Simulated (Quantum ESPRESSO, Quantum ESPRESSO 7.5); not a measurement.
# Enthalpy of formation of low cristobalite from LDA and PBE total energies

## The measurement

The reference is the standard enthalpy of formation of cristobalite, SiO₂, from solid silicon and oxygen gas: −909.5 kJ/mol, or −3.142 eV per atom. It is taken from a printed reference work on thermochemical and physical properties of inorganic compounds. The entry is a compiled value, and the method behind it is not given with the value. It is read here as a room-temperature figure for the low, tetragonal form, so it contains thermal and zero-point terms of the solid, of silicon and of the oxygen gas. Compilations can differ slightly for this phase, and a somewhat less negative value would not be surprising. The polymorph itself is a minor concern on this scale, since low cristobalite lies only a very small energy above quartz.

| compared with | measured | source's wording or label | method |
| --- | --- | --- | --- |
| ΔH per atom (eV/atom) | −3.142 | -909.5 kJ/mol | compiled value, method not stated |

Conditions are those given with the value in the passage it was taken from; "not stated" means there, and the paper may say more elsewhere. The values are a selection: others may have been left out beforehand as unlike or outlying.

## Model and target

The aim is the enthalpy of formation per atom, with a target of 0.03 to 0.1 eV per atom: a deviation within 0.1 eV counts as a success, and one within 0.03 eV meets the strict end of the range. A relative criterion would be too lenient for so strongly exothermic a compound.

The model is the periodic 12-atom cell of the P4₁2₁2 structure, relaxed together with the elements, with O₂ as a molecule in a box. The starting cell was measured at 340 K and serves only as a start. Static energies are compared with a room-temperature enthalpy; the zero-point and thermal terms of compound and elements partly cancel, leaving roughly 0.01 to 0.02 eV per atom.

The main difficulty is the oxygen molecule. LDA and the GGAs overbind it, which makes oxides too little exothermic. LDA also overbinds the solid more strongly, so that much of the error should cancel in the difference. LDA is therefore the first choice for this quantity, though for a reason that rests on compensation. Coarse cutoffs and meshes are skipped as a starting point, because oxygen needs a good basis and elemental silicon a reasonable mesh. The LDA value is to be checked at a higher cutoff and then set beside a GGA.

System: SiO2, cristobalite; P4_12_12 (No. 92), 12 atoms in the primitive cell; the database structure is an entry taken as a start alone: a = 4.982 Å, c = 6.963 Å; structure from the Crystallography Open Database; note on this database entry: measured hot, at 340 K.

## 1. LDA with relaxed compound and elements

LDA with a 4×4×4 mesh and a cutoff of 45 Ry comes first. The expected value lies close to the measured one, with the overbinding of O₂ largely offset by that of the solid.

**Run 1.** Quantum ESPRESSO 7.5: LDA, GBRV ultrasoft potentials, O2 as a molecule in a box of 8 to 9 A, compound and elements relaxed, cutoff 45 Ry (density 360 Ry), 4x4x4 k mesh, Gaussian smearing 0.02 eV.

Key lines of the input:
```
! potential files: GBRV ultrasoft potentials, made for LDA
&control
  calculation = 'vc-relax'
  forc_conv_thr = 2.0d-4
  etot_conv_thr = 1.0d-5
  nstep = 60
/
&system
  nat = 12
  ntyp = 2
  ecutwfc = 45
  ecutrho = 360
  nbnd = 38
  occupations = 'smearing'
  smearing = 'gaussian'
  degauss = 0.00147
/
&electrons
  conv_thr = 1.0d-8
  electron_maxstep = 100
  mixing_beta = 0.4
/
&ions
/
&cell
  press_conv_thr = 0.5
/
ATOMIC_SPECIES
  Si 28.085 Si.upf
  O 15.999 O.upf
[... cell and positions ...]
K_POINTS automatic
  4 4 4 0 0 0
```

Command:
```
OMP_NUM_THREADS=1 mpirun -n 8 pw.x -nk 8 -in relax.in > relax.out
```

Selected lines of the output:
```
[SiO2, 12 atoms, space group P4_12_12, 4x4x4 mesh] !    total energy              =    -298.16769790 Ry
[Si, 2 atoms, space group Fd-3m, 8x8x8 mesh] !    total energy              =     -19.26032202 Ry
[O, 2 atoms, space group none (molecule), 1x1x1 mesh, spin-polarised] !    total energy              =     -64.21886561 …
```

Converged; 6 min on 8 cores of Arm Neoverse V2, shared host. Warnings: WARNING: bfgs curvature condition failed, Theta= 0.918.

| quantity | run 1 | measured | deviation |
| --- | --- | --- | --- |
| ΔH per atom (eV/atom) | −3.142 | −3.142 | 0.000 (−0.0 %) |
| ΔH per mole of formula units (kJ/mol) | −909.6 |  |  |
| conventional cell volume (Å³) | 164.76 |  |  |

The LDA enthalpy coincides with the tabulated value to the last printed digit. Such closeness exceeds what the method can promise: the static energy leaves out zero-point and thermal terms, and the errors for O₂ and for the solid have to compensate. It does place the result inside the target range, provided that the basis is adequate. The cutoff of 45 Ry may be low for the oxygen potential, and an incomplete basis need not affect the molecule and the silicate equally.

The relaxed cell is about 5 % smaller in volume than the hot starting cell. Thermal expansion and the tendency of LDA to contract a soft tilting framework both act in this direction. The warning concerns the curvature condition of the BFGS optimiser during the relaxation, which nevertheless converged.

## 2. Cutoff and mesh at the LDA level

The cutoff is raised to 58 Ry, the check that bears most directly on the oxygen energy. A 2×2×2 mesh at the original cutoff tests the sampling from the coarser side. For a wide-gap insulator little change is expected from the mesh; the cutoff could move the result by some hundredths of an eV per atom.

**Run 2.** Quantum ESPRESSO 7.5: LDA, GBRV ultrasoft potentials, O2 as a molecule in a box of 8 to 9 A, compound and elements relaxed, cutoff 58 Ry (density 464 Ry), 4x4x4 k mesh, Gaussian smearing 0.02 eV.

Key lines of the input, as changed from run 1:
```diff
  &system
-   ecutwfc = 45
-   ecutrho = 360
+   ecutwfc = 58
+   ecutrho = 464
```

Command:
```
OMP_NUM_THREADS=1 mpirun -n 4 pw.x -nk 4 -in relax.in > relax.out
```

Selected lines of the output:
```
[SiO2, 12 atoms, space group P4_12_12, 4x4x4 mesh] !    total energy              =    -298.17320880 Ry
[Si, 2 atoms, space group Fd-3m, 8x8x8 mesh] !    total energy              =     -19.26034577 Ry
[O, 2 atoms, space group none (molecule), 1x1x1 mesh, spin-polarised] !    total energy              =     -64.22042667 …
```

Converged; 9.3 min on 4 cores of Intel Xeon 6975P-C (Granite Rapids), shared host. Warnings: WARNING: bfgs curvature condition failed, Theta= 0.919.

**Run 3.** Quantum ESPRESSO 7.5: LDA, GBRV ultrasoft potentials, O2 as a molecule in a box of 8 to 9 A, compound and elements relaxed, cutoff 45 Ry (density 360 Ry), 2x2x2 k mesh, Gaussian smearing 0.02 eV.

Key lines of the input, as changed from run 1:
```diff
  K_POINTS automatic
-   4 4 4 0 0 0
+   2 2 2 0 0 0
```

Command:
```
OMP_NUM_THREADS=1 mpirun -n 8 pw.x -nk 2 -in relax.in > relax.out
```

Selected lines of the output:
```
[SiO2, 12 atoms, space group P4_12_12, 2x2x2 mesh] !    total energy              =    -298.16675293 Ry
[Si, 2 atoms, space group Fd-3m, 4x4x4 mesh] !    total energy              =     -19.24593916 Ry
[O, 2 atoms, space group none (molecule), 1x1x1 mesh, spin-polarised] !    total energy              =     -64.21886561 …
```

Converged; 2.2 min on 8 cores of Arm Neoverse V2, shared host. Warnings: WARNING: bfgs curvature condition failed, Theta= 0.931.

| quantity | run 2 | run 3 | measured |
| --- | --- | --- | --- |
| ΔH per atom (eV/atom) | −3.142 | −3.174 | −3.142 |
| ΔH per mole of formula units (kJ/mol) | −909.3 | −918.7 |  |
| conventional cell volume (Å³) | 166.08 | 164.09 |  |

Raising the cutoff leaves the enthalpy per atom unchanged to the printed precision and shifts the molar value by only 0.3 kJ/mol. The total energies of silicate and oxygen both fall, and these shifts cancel almost completely in the difference. The doubt about 45 Ry is thus removed for the LDA enthalpy. The volume is more sensitive, at 166.08 instead of 164.76 Å³, which in so soft a framework may owe as much to the stopping thresholds of the relaxation as to the basis.

The mesh matters more than expected, though not through the insulator. With the coarser setting the enthalpy becomes more negative by 0.032 eV per atom, nearly all of it from elemental silicon, whose own mesh drops from 8×8×8 to 4×4×4 and whose energy rises by about 0.014 Ry per two-atom cell, as the printed totals show. The silicate hardly changes. The coarse setting would by itself use up the strict end of the target, so the denser one is kept; a still denser mesh for silicon is not shown in this report.

## 3. PBE for comparison

PBE, at the original cutoff and the denser mesh, gives the scale of the dependence on the functional. It overbinds O₂ less than LDA does, but it also lacks LDA's compensating overbinding of the solid. A less negative enthalpy is expected, short of the measured value by more than 0.1 eV per atom.

**Run 4.** Quantum ESPRESSO 7.5: PBE, GBRV ultrasoft potentials, O2 as a molecule in a box of 8 to 9 A, compound and elements relaxed, cutoff 45 Ry (density 360 Ry), 4x4x4 k mesh, Gaussian smearing 0.02 eV.

Key lines of the input, as changed from run 1:
```diff
- ! potential files: GBRV ultrasoft potentials, made for LDA
+ ! potential files: GBRV ultrasoft potentials, made for PBE
```

Selected lines of the output:
```
[SiO2, 12 atoms, space group P4_12_12, 4x4x4 mesh] !    total energy              =    -298.08501891 Ry
[Si, 2 atoms, space group Fd-3m, 8x8x8 mesh] !    total energy              =     -19.19320391 Ry
[O, 2 atoms, space group none (molecule), 1x1x1 mesh, spin-polarised] !    total energy              =     -64.30760719 …
```

Converged; 8 min on 4 cores of Intel Xeon 6975P-C (Granite Rapids), shared host.

| quantity | run 4 | measured | deviation |
| --- | --- | --- | --- |
| ΔH per atom (eV/atom) | −2.798 | −3.142 | +0.344 (+10.9 %) |
| ΔH per mole of formula units (kJ/mol) | −810.0 |  |  |
| conventional cell volume (Å³) | 183.40 |  |  |

PBE gives an enthalpy that is too weakly exothermic by 0.344 eV per atom, far outside the target range. One O₂ molecule is consumed per formula unit of three atoms, so the deficit amounts to about 1.0 eV per molecule. Sign and size fit the known overbinding of O₂ by PBE, although this comparison does not separate the molecule's share from that of the solid. The cutoff check above holds for LDA only, but an incomplete basis is an unlikely source of so large a miss.

The volumes show how differently the two functionals treat the soft framework: 183.40 Å³ with PBE against 164.76 Å³ with LDA, about 6 % above and 5 % below the hot starting cell. LDA's agreement in the enthalpy therefore does not carry over to the structure. It is best understood as a compensation of errors in the energies of solid and molecule, stable against the higher cutoff but no sign that LDA describes either one accurately.

## Collected results

| run | settings | ΔH per atom (eV/atom) | deviation | cost |
| --- | --- | --- | --- | --- |
| 1 | LDA, cutoff 45 Ry (density 360 Ry), 4x4x4 k mesh | −3.142 | 0.000 (−0.0 %) | 48 core-min |
| 2 | LDA, cutoff 58 Ry (density 464 Ry), 4x4x4 k mesh | −3.142 | +0.000 (+0.0 %) | 37 core-min |
| 3 | LDA, cutoff 45 Ry (density 360 Ry), 2x2x2 k mesh | −3.174 | −0.032 (−1.0 %) | 17 core-min |
| 4 | PBE, cutoff 45 Ry (density 360 Ry), 4x4x4 k mesh | −2.798 | +0.344 (+10.9 %) | 32 core-min |
|  | measured | −3.142 |  |  |

## Outcome

LDA meets the target of 0.1 eV per atom. At 58 Ry with the 4×4×4 mesh it gives −3.142 eV per atom, equal to the tabulated value to the printed precision, for 37 core-minutes.

That equality is chance, at 45 Ry as well, because a static energy is compared with a room-temperature enthalpy. The plan put the missing zero-point and thermal terms at 0.01 to 0.02 eV per atom, which was too low. The stiff Si–O stretching modes give the silicate clearly more zero-point energy than the elements, and a rough estimate of the net correction is +0.04 eV per atom. This would leave LDA slightly too weakly exothermic: still within 0.1 eV, but probably not within the strict 0.03 eV. The same correction widens the PBE miss of 0.344 eV.

In theory, LDA's result rests on a cancellation between the overbinding of O₂ and that of the solid. PBE lacks much of this compensation, which fits the sign of its error. The runs do not separate the two contributions, so LDA's success here is no guarantee for other oxides.

The higher cutoff secured the LDA enthalpy against the doubt about 45 Ry; for PBE that doubt remains, though it hardly explains so large a miss. The coarse mesh proved useful by exposing elemental silicon as the sensitive part, with a shift of −0.032 eV per atom. The error left at silicon's denser mesh is not settled, nor is the small spread that may exist among compiled enthalpies.

[Logs are printed without paths, hosts, clocks, repeated set-up lines and the standing remarks that a program may print on its own settings, such as how far it seeks lower states.]

[The runs shown are a pick from a larger set of finished runs; failed, doubtful and other runs were left out of it ahead of writing. So were measured values far from every level or from commonly accepted values, and agreement can look better than it is. Lines of input and output are excerpts and may be shortened.]
